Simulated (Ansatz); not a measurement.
# V: strain and displacement

```xyz
1
Lattice="-1.4989 1.4989 1.4989 1.4989 -1.4989 1.4989 1.4989 1.4989 -1.4989" Properties=species:S:1:pos:R:3 pbc="T T T"
V     0.0000    0.0000    0.0000
```

The structure comes from a relaxation in the same program, started in the bcc type, and has space group Im-3m. Whether it is a known phase or the ground state wasn't checked.

Computed with DFT, PBE, all-electron LAPW, scalar-relativistic in Ansatz 0.2.0.

Settings: a Γ-centred 16×16×16 k mesh, Fermi–Dirac smearing of 0.05 eV, basis error target 1 meV/atom, spin-polarised from start moments V 1.5 μB (the moments died away, and the run ended non-magnetic).

The unchanged cell is at -0.02 GPa, so energy changes include a term −P ΔV where the volume moves.

In a metal, stresses and small energies carry noise from the k mesh.

x, y and z are the Cartesian axes of the cell as listed; fractional coordinates follow a strain, and an engineering shear is twice the off-diagonal strain component.

(1) With this change (x and y strained by +4 %, z held), what becomes of the energy and stress?

(2) With this change (x and y strained by -1.5 %, z held), what becomes of the energy and stress?

## Answers

(1) Energy change +50 meV/atom; stress change (xx, yy, zz, yz, xz, xy) -13.55, -13.55, -9.51, 0.00, 0.00, 0.00 GPa, compression positive.

(2) Energy change +8 meV/atom; stress change (xx, yy, zz, yz, xz, xy) 6.35, 6.35, 4.63, 0.00, 0.00, 0.00 GPa, compression positive.
